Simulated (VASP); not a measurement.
# KCl (Sylvite) (Fm-3m) in VASP: further runs

Runs on KCl (Sylvite). Level: PBEsol. Tasks: single point, relaxation of cell and atoms.

All numbers are computed with VASP 6.6.1; they aren't measurements. Logs are shortened: lines on timing, memory, paths and dates and some standing lists are left out, and cuts for length are marked.

**Measured values to compare with.**

A printed reference work, monograph reports, for a bulk crystal of KCl: band gap 8.68 eV.

The runs below are set against these values where they give the same quantity.

**1. The cell of the first run**

The structure is cubic, space group Fm-3m (No. 225). The conventional cell has a = 5.890 Å, b = 5.890 Å, c = 5.890 Å, α = 90.00°, β = 90.00°, γ = 90.00°. Within 3.9 Å of K (site symmetry m-3m) lie 6 Cl at 2.94 Å. Cl (site symmetry m-3m) has 6 K at 2.94 Å within 3.9 Å.

**2. Single point, PBEsol**

Contents of INCAR:

```
  PREC = Accurate
  ENCUT = 520
  EDIFF = 1E-7
  ISMEAR = -1
  SIGMA = 0.05
  LREAL = False
  LASPH = True
  NELM = 80
  ALGO = Normal
  ISIF = 2
  LWAVE = False
  LCHARG = False
  GGA = PS
  NBANDS = 15
```

Contents of KPOINTS:

```
Automatic mesh
0
Gamma
  7 7 7
```

Contents of POSCAR:

```
KCl
1.0
    0.0000000000      2.9447716430      2.9447716430
    2.9447716430      0.0000000000      2.9447716430
    2.9447716430      2.9447716430      0.0000000000
K Cl
1 1
Direct
    0.0000000000      0.0000000000      0.0000000000
    0.5000000000      0.5000000000      0.5000000000
```

Potentials or basis: VASP PAW PBE potentials, release 64 (K_sv, Cl).

On the command line:

```sh
$ cat potpaw_PBE.64/K_sv/POTCAR potpaw_PBE.64/Cl/POTCAR > POTCAR
$ mpirun -np 1 vasp_std > vasp.out
```

OUTCAR:

```text
PREC = Accurate
   ENCUT = 520
   EDIFF = 1E-7
   ISMEAR = -1
   LREAL = False
   LASPH = True
   NELM = 80
   ISIF = 2
   GGA = PS

 ion  position               nearest neighbor table
   1  0.000  0.000  0.000-   2 2.94   2 2.94   2 2.94   2 2.94   2 2.94   2 2.94
   2  0.500  0.500  0.500-   1 2.94   1 2.94   1 2.94   1 2.94   1 2.94   1 2.94

  LATTYP: Found a face centered cubic cell.
 ALAT       =     5.8895432860

  Lattice vectors:

 A1 = (   0.0000000000,   2.9447716430,   2.9447716430)
 A2 = (   2.9447716430,   0.0000000000,   2.9447716430)
 A3 = (   2.9447716430,   2.9447716430,   0.0000000000)

Analysis of symmetry for initial positions (statically):
=====================================================================
 Subroutine PRICEL returns:
 Original cell was already a primitive cell.

 Routine SETGRP: Setting up the symmetry group for a
 face centered cubic supercell.

 Subroutine GETGRP returns: Found 48 space group operations
 (whereof 48 operations were pure point group operations)
 out of a pool of 48 trial point group operations.

The static configuration has the point symmetry O_h .

Analysis of symmetry for dynamics (positions and initial velocities):
=====================================================================
 Subroutine PRICEL returns:
 Original cell was already a primitive cell.

 Routine SETGRP: Setting up the symmetry group for a
 face centered cubic supercell.

 Subroutine GETGRP returns: Found 48 space group operations
 (whereof 48 operations were pure point group operations)
 out of a pool of 48 trial point group operations.

The dynamic configuration has the point symmetry O_h .

 Subroutine INISYM returns: Found 48 space group operations
 (whereof 48 operations are pure point group operations),
 and found     1 'primitive' translations

----------------------------------------------------------------------------------------

                                     Primitive cell

  volume of cell :      51.0722

  direct lattice vectors                    reciprocal lattice vectors
     0.000000000  2.944771643  2.944771643    -0.169792453  0.169792453  0.169792453
     2.944771643  0.000000000  2.944771643     0.169792453 -0.169792453  0.169792453
     2.944771643  2.944771643  0.000000000     0.169792453  0.169792453 -0.169792453

  length of vectors
     4.164535996  4.164535996  4.164535996     0.294089155  0.294089155  0.294089155

  position of ions in fractional coordinates (direct lattice)
[... 8 lines left out ...]
----------------------------------------------------------------------------------------

 KPOINTS: Automatic mesh

Automatic generation of k-mesh.
 Grid dimensions read from file:
 generate k-points for:    7    7    7

 Generating k-lattice:

  Cartesian coordinates                     Fractional coordinates (reciprocal lattice)
    -0.024256065  0.024256065  0.024256065     0.142857143  0.000000000  0.000000000
     0.024256065 -0.024256065  0.024256065     0.000000000  0.142857143  0.000000000
     0.024256065  0.024256065 -0.024256065     0.000000000  0.000000000  0.142857143

  Length of vectors
     0.042012736  0.042012736  0.042012736

  Shift w.r.t. Gamma in fractional coordinates (k-lattice)
     0.000000000  0.000000000  0.000000000

 Subroutine IBZKPT returns following result:
 ===========================================

 Found     20 irreducible k-points:

 Following reciprocal coordinates:
            Coordinates               Weight
  0.000000  0.000000  0.000000      1.000000
  0.142857  0.000000  0.000000      8.000000
  0.285714  0.000000  0.000000      8.000000
  0.428571  0.000000  0.000000      8.000000
  0.142857  0.142857  0.000000      6.000000
  0.285714  0.142857  0.000000     24.000000
[... 12 lines left out ...]
 -0.428571  0.428571  0.142857     24.000000
 -0.285714  0.428571  0.142857     24.000000
   k-points           NKPTS =     20   k-points in BZ     NKDIM =     20   number of bands    NBANDS=     15
   number of dos      NEDOS =    301   number of ions     NIONS =      2
   total plane-waves  NPLWV =  32768
   dimension x,y,z NGX =    32 NGY =   32 NGZ =   32
   dimension x,y,z NGXF=    64 NGYF=   64 NGZF=   64
   ions per type =               1   1
   NGX,Y,Z   is equivalent  to a cutoff of  12.77, 12.77, 12.77 a.u.
   NGXF,Y,Z  is equivalent  to a cutoff of  25.55, 25.55, 25.55 a.u.
 SYSTEM =  unknown system
   PREC   = accura    normal or accurate (medium, high low for compatibility)
   ISTART =      0    job   : 0-new  1-cont  2-samecut
   ICHARG =      2    charge: 1-file 2-atom 10-const
   ISPIN  =      1    spin polarized calculation?
   LNONCOLLINEAR =      F non collinear calculations
   LSORBIT =      F    spin-orbit coupling
   LASPH  =      T    aspherical Exc in radial PAW
   ENCUT  =  520.0 eV  38.22 Ry    6.18 a.u.   7.74  7.74  7.74*2*pi/ulx,y,z
   NELM   =     80;   NELMIN=  2; NELMDL= -5     # of ELM steps
   EDIFF  = 0.1E-06   stopping-criterion for ELM
   LREAL  =      F    real-space projection
   EDIFFG = 0.1E-05   stopping-criterion for IOM
   NSW    =      0    number of steps for IOM
   IBRION =     -1    ionic relax: 0-MD 1-quasi-New 2-CG
   NFREE  =      0    steps in history (QN), initial steepest desc. (CG)
   ISIF   =      2    stress and relaxation
   ISYM   =      2    0-nonsym 1-usesym 2-fastsym
   POTIM  = 0.5000    time-step for ionic-motion
   TEBEG  =    0.0;   TEEND  =   0.0 temperature during run
   PSTRESS=    0.0 pullay stress
   NELECT =      16.0000    total number of electrons
   NUPDOWN=      -1.0000    fix difference up-down
   EMIN   =  10.00;   EMAX   =-10.00  energy-range for DOS
   EFERMI =   0.00;   METHOD = LEGACY
   ISMEAR =    -1;   SIGMA  =   0.05  broadening in eV -4-tet -1-fermi 0-gaus
   EFERMI_NEDOS =   21; number of points for ismear=-14 and -15
   IALGO  =     38    algorithm
   IMIX   =      4    mixing-type and parameters
     AMIX     =   0.40;   BMIX     =  1.00
     AMIX_MAG =   1.60;   BMIX_MAG =  1.00
  volume/ion in A,a.u.               =      25.54       172.33
  Fermi-wavevector in a.u.,A,eV,Ry     =   1.111868  2.101126 16.820206  1.236250
  Thomas-Fermi vector in A             =   2.248436
   LORBIT       =      0    0 simple, 1 ext, 2 COOP (PROOUT), +10 PAW based schemes
   GGA     = PS    functional components
   LHFCALC =     F    Hartree Fock is set to
   AEXX    =    0.0000 exact exchange contribution
   IVDW    =     0    specifies the selected vdW correction
   LEPSILON=     F    determine dielectric tensor
   LRPA    =     F    only Hartree local field effects (RPA)
 non-spin polarized calculation
  energy-cutoff  :      520.00
  volume of cell :       51.07
 maximum number of plane-waves:      1392
   NGX = 15   NGY = 15   NGZ = 15

 number of electron      16.0000000 magnetization

 Free energy of the ion-electron system (eV)
  ---------------------------------------------------
  ext. energy  EPLUGINS =         0.00000000
  ---------------------------------------------------
  free energy    TOTEN  =        -6.88682952 eV

  energy without entropy =       -6.88682952  energy(sigma->0) =       -6.88682952

 E-fermi :   0.1432     XC(G=0):  -8.6113

 val. band max:       -0.9870245668   @ k =   0.0000   0.0000   0.0000
 cond. band min:       4.7498233436   @ k =   0.0000   0.0000   0.0000
 fundamental gap:      5.7368479104
 Fermi energy:         0.1431543900

 k-point     1 :       0.0000    0.0000    0.0000
  band No.  band energies     occupation
      1     -27.6156      2.00000
      2     -13.3535      2.00000
      3     -11.1433      2.00000
      4     -11.1433      2.00000
      5     -11.1433      2.00000
      6      -0.9870      2.00000
      7      -0.9870      2.00000
      8      -0.9870      2.00000
      9       4.7498      0.00000
     10       7.2961      0.00000
     11       7.2961      0.00000
     12       7.2961      0.00000
     13       8.3158      0.00000
     14       8.3158      0.00000
     15      12.3693      0.00000

 k-point     2 :       0.1429    0.0000    0.0000
  band No.  band energies     occupation
      1     -27.6098      2.00000
      2     -13.4189      2.00000
      3     -11.1461      2.00000
      4     -11.1461      2.00000
      5     -11.0609      2.00000
      6      -1.3355      2.00000
      7      -1.0984      2.00000
      8      -1.0984      2.00000
      9       5.3308      0.00000
     10       7.1727      0.00000
     11       7.6099      0.00000
     12       7.6099      0.00000
     13       8.7029      0.00000
     14       8.7029      0.00000
     15      13.2904      0.00000

 k-point     3 :       0.2857    0.0000    0.0000
  band No.  band energies     occupation
      1     -27.5966      2.00000
      2     -13.5525      2.00000
      3     -11.1523      2.00000
      4     -11.1523      2.00000
      5     -10.8872      2.00000
      6      -1.9852      2.00000
      7      -1.3318      2.00000
      8      -1.3318      2.00000
      9       6.3842      0.00000
     10       7.3946      0.00000
     11       8.4907      0.00000
     12       8.4907      0.00000
     13       9.7266      0.00000
     14       9.7266      0.00000
     15      13.4756      0.00000
[... 271 lines left out ...]
 k-point    19 :      -0.4286    0.4286    0.1429
  band No.  band energies     occupation
      1     -27.5773      2.00000
      2     -13.3374      2.00000
      3     -11.3689      2.00000
      4     -11.2972      2.00000
      5     -11.0795      2.00000
      6      -1.8118      2.00000
      7      -1.4951      2.00000
      8      -1.3791      2.00000
      9       5.8943      0.00000
     10       8.2548      0.00000
     11       9.1362      0.00000
     12      10.2708      0.00000
     13      10.2779      0.00000
     14      11.2382      0.00000
     15      12.0389      0.00000

 k-point    20 :      -0.2857    0.4286    0.1429
  band No.  band energies     occupation
      1     -27.5763      2.00000
      2     -13.3815      2.00000
      3     -11.3793      2.00000
      4     -11.2984      2.00000
      5     -10.9909      2.00000
      6      -1.8064      2.00000
      7      -1.6112      2.00000
      8      -1.4904      2.00000
      9       6.7398      0.00000
     10       7.6543      0.00000
     11       9.3392      0.00000
     12       9.7068      0.00000
     13      11.0707      0.00000
     14      11.3728      0.00000
     15      12.5299      0.00000

------------------------ aborting loop because EDIFF is reached ----------------------------------------

  FORCE on cell =-STRESS in cart. coord.  units (eV):
  Direction    XX          YY          ZZ          XY          YZ          ZX
  --------------------------------------------------------------------------------------
  -------------------------------------------------------------------------------------
  Total        1.6391805      1.6391805      1.6391805      0.0000000      0.0000000      0.0000000
  in kB       51.4224177     51.4224177     51.4224177      0.0000000      0.0000000      0.0000000
  external PRESSURE =      51.4224177 kB  Pullay stress =       0.0000000 kB

 VOLUME and BASIS-vectors are now :
 -----------------------------------------------------------------------------
  energy-cutoff  :      520.00
  volume of cell :       51.07
      direct lattice vectors                 reciprocal lattice vectors
     0.000000000  2.944771643  2.944771643    -0.169792453  0.169792453  0.169792453
     2.944771643  0.000000000  2.944771643     0.169792453 -0.169792453  0.169792453
     2.944771643  2.944771643  0.000000000     0.169792453  0.169792453 -0.169792453

 POSITION                                       TOTAL-FORCE (eV/Angst)
 -----------------------------------------------------------------------------------
      0.00000      0.00000      0.00000         0.000000     -0.000000     -0.000000
      2.94477      2.94477      2.94477        -0.000000      0.000000      0.000000
 -----------------------------------------------------------------------------------
    total drift:                                0.000000     -0.000000     -0.000000

  FREE ENERGIE OF THE ION-ELECTRON SYSTEM (eV)
  ---------------------------------------------------
  free  energy   TOTEN  =        -6.8868295216 eV

  energy  without entropy=       -6.8868295216  energy(sigma->0) =       -6.88682952
```

Run time: 17 s. Hardware: 1 thread of Intel Xeon Platinum 8259CL at 2.50GHz (Skylake/Cascade Lake), shared host; peak memory 0.17 GiB.

What came out:

```
Free energy            : -6.8868 eV
Pressure               : 5.1 GPa
Band gap on the k mesh : 5.74 eV, direct
```

Caveat: the PAW data sets were made with another functional, which shifts forces and pressure a little.

**3. Single point, PBEsol**

This run uses another cell than the first one, of 30.41 Å³/atom, 1.191 times its volume.

INCAR, as its differences from that of step 2:

```diff
@@ -2,3 +2,3 @@
   ENCUT = 520
-  EDIFF = 1E-7
+  EDIFF = 1E-6
   ISMEAR = -1
@@ -7,3 +7,3 @@
   LASPH = True
-  NELM = 80
+  NELM = 100
   ALGO = Normal
```

Contents of KPOINTS:

```
regular mesh
0
Gamma
  7 7 7
```

Contents of POSCAR:

```
KCl
1.0
    0.0000000000      3.1212173345      3.1212173345
    3.1212173345      0.0000000000      3.1212173345
    3.1212173345      3.1212173345      0.0000000000
K Cl
1 1
Direct
    0.0000000000      0.0000000000      0.0000000000
    0.5000000000      0.5000000000      0.5000000000
```

Potentials or basis: VASP PAW PBE potentials, release 64 (K_sv, Cl).

On the command line:

```sh
$ cat potpaw_PBE.64/K_sv/POTCAR potpaw_PBE.64/Cl/POTCAR > POTCAR
$ mpirun -np 1 vasp_std > vasp.out
```

It took 23 s on 1 thread of Intel Xeon Platinum 8259CL at 2.50GHz (Skylake/Cascade Lake), shared host; peak memory 0.2 GiB.

The run converged. Its results:

| Quantity | Value |
| --- | --- |
| Free energy | -7.0232 eV |
| Pressure | 0.1 GPa |
| Band gap on the k mesh | 5.10 eV, direct |

Levels at points of the mesh, in eV from the valence-band top:
```
           k point  band 6  band 7  band 8  band 9  band 10  band 11
(0.00, 0.00, 0.00)    0.00    0.00    0.00    5.10     8.30     8.30
```

Caveat: the PAW data sets were made with another functional, which shifts forces and pressure a little.

**4. Relaxation of cell and atoms, PBEsol**

This run uses another cell than the first one, of 31.15 Å³/atom, 1.220 times its volume.

Contents of INCAR:

```
ALGO = Normal
EDIFF = 1E-6
EDIFFG = -0.02
ENCUT = 600
GGA = PS
IBRION = 2
ISIF = 3
ISMEAR = -1
LASPH = T
LCHARG = F
LREAL = F
LWAVE = F
NELM = 100
NSW = 80
PREC = Accurate
SIGMA = 0.05
```

Contents of KPOINTS:

```
k-points
0
Gamma
  7 7 7
```

Contents of POSCAR:

```
KCl
1.0
    0.0000000000      3.1464700000      3.1464700000
    3.1464700000      0.0000000000      3.1464700000
    3.1464700000      3.1464700000      0.0000000000
K Cl
1 1
Direct
    0.0000000000      0.0000000000      0.0000000000
    0.5000000000      0.5000000000      0.5000000000
```

On the command line:

```sh
$ cat potpaw_PBE.64/K_sv/POTCAR potpaw_PBE.64/Cl/POTCAR > POTCAR
$ mpirun -np 1 vasp_std > vasp.out
```

Run time: 50 s. Hardware: 1 thread of Intel Xeon Platinum 8259CL at 2.50GHz (Skylake/Cascade Lake), shared host; peak memory 0.21 GiB.

Results (log left out):

```
Free energy                            : -7.0234 eV
Relaxed volume                         : 30.58 Å³/atom
Relaxed cell                           : a = 4.422 Å, b = 4.422 Å, c = 4.422 Å, α = 60.00°, β = 60.00°, γ = 60.00°
Space group after relaxing (to 0.05 Å) : Fm-3m (No. 225)
Energy gained by relaxing              : 0.6 meV/atom
Ionic steps                            : 3
Pressure after relaxing                : 0.0 GPa
Band gap on the k mesh                 : 5.08 eV, direct
```

The path:
```csv
step,energy change (eV),largest force (eV/Å),pressure (GPa),volume (Å³)
1,0.0000,0.0000,-0.34,62.30
2,-0.0010,0.0000,-0.18,61.71
3,-0.0013,0.0000,-0.01,61.15
```

Final structure:
```
CELL_PARAMETERS angstrom
0.00000 3.12696 3.12696
3.12696 0.00000 3.12696
3.12696 3.12696 0.00000
ATOMIC_POSITIONS crystal
K 0.00000 0.00000 0.00000
Cl 0.50000 0.50000 0.50000
```

Levels at points of the mesh, in eV from the valence-band top:
```csv
k point,band 6,band 7,band 8,band 9,band 10,band 11
"(0.00, 0.00, 0.00)",0.00,0.00,0.00,5.08,8.30,8.30
```

Caveat: the PAW data sets were made with another functional, which shifts forces and pressure a little. A k mesh can miss the band edges.

**5. Overview**

| task | cell | cutoff (eV) | gap on the mesh (eV) | pressure (GPa) |
| --- | --- | --- | --- | --- |
| single point | a = 4.165 Å, angles 60.0°, 2 atoms | 520 | 5.74 | 5.1 |
| single point | a = 4.414 Å, angles 60.0°, 2 atoms | 520 | 5.10 | 0.1 |
| relaxation of cell and atoms | relaxed from a = 4.450 Å, angles 60.0°, 2 atoms | 600 | 5.08 | 0.0 |

Alike in all rows: level PBEsol; potentials or basis VASP PAW PBE potentials, release 64 (K_sv, Cl); no spin polarisation; k mesh 7 × 7 × 7; smearing fermi-dirac 0.05 eV.

Caveats: the PAW data sets were made with another functional, which shifts forces and pressure a little.

Total energies depend on the potentials used, so only differences within one code and one set of settings carry meaning.

**6. How close it comes**

Step 3. A measured gap of KCl is 8.68 eV (a printed reference work, monograph); the calculated 5.10 eV misses it by -3.58 eV. The value is that of PBEsol on a finite k mesh, which can miss the band edges, without temperature or zero-point motion. Semilocal functionals fall short of measured gaps as a rule.
